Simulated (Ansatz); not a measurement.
## Li in Ansatz: the effect of functional

The system is Li.

```
Li
1.0
    -1.78906    1.78906    1.78906
     1.78906   -1.78906    1.78906
     1.78906    1.78906   -1.78906
Li
1
Direct
  0.00000 0.00000 0.00000
```

The cell isn't the ideal one: volume scaled by 1.06.

Alike in all runs:

- Program: Ansatz 0.2.0
- Task: single point
- Potentials or basis: Ansatz PAW
- k mesh: 11 × 11 × 11
- Occupations: fermi-dirac, width 0.05 eV
- Spin: no spin polarisation

```tsv
functional	cutoff	pressure (GPa)
LDA	420 eV (not typed: the program's choice for these potentials)	?
r2SCAN	500 eV (not typed: the program's choice for these potentials)	-1.0
PBE	420 eV (not typed: the program's choice for these potentials)	-1.4
```

Q: What does the run with functional LDA give?

A: Pressure -2.1 GPa.

Caveats: the PAW data sets were made with another functional, which shifts forces and pressure a little (some runs).
